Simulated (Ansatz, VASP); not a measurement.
## Zr in VASP and in Ansatz

```
Zr
1.0
     0.04228    2.25500    2.25500
     2.25500    0.04228    2.25500
     2.29728    2.29728    0.00000
Zr
1
Direct
  0.00000 0.00000 0.00000
```

Change from the starting cell: strain +0.0375 x Voigt [0, 0, 0, 0, 0, 1], atoms carried along.

Alike in both runs: task single point; functional PBEsol; k mesh 18 × 18 × 18; occupations gaussian, width 0.15 eV; no spin polarisation.

```csv
,VASP,Ansatz
version,VASP 6.6.1,Ansatz 0.2.0
potentials or method,"VASP PAW PBE potentials, release 64 (Zr_sv)","scalar-relativistic, plane waves, PAW"
plane-wave cutoff (eV),520,420
valence electrons in the cell,12,12
```

VASP gave:

* gap on the k mesh at the Fermi level (eV): none
* pressure (GPa): -2.6
* largest component of the traceless stress (GPa): 1.83

Which values does Ansatz return?

gap on the k mesh at the Fermi level (eV): none; pressure (GPa): -2.7; largest component of the traceless stress (GPa): 1.82.

A gap of «none» marks a metal or a gap that the smearing closes. The functional is the same, so the differences come from potentials, cutoffs and numerics.

Caveats: the PAW data sets were made with another functional, which shifts forces and pressure a little (VASP).
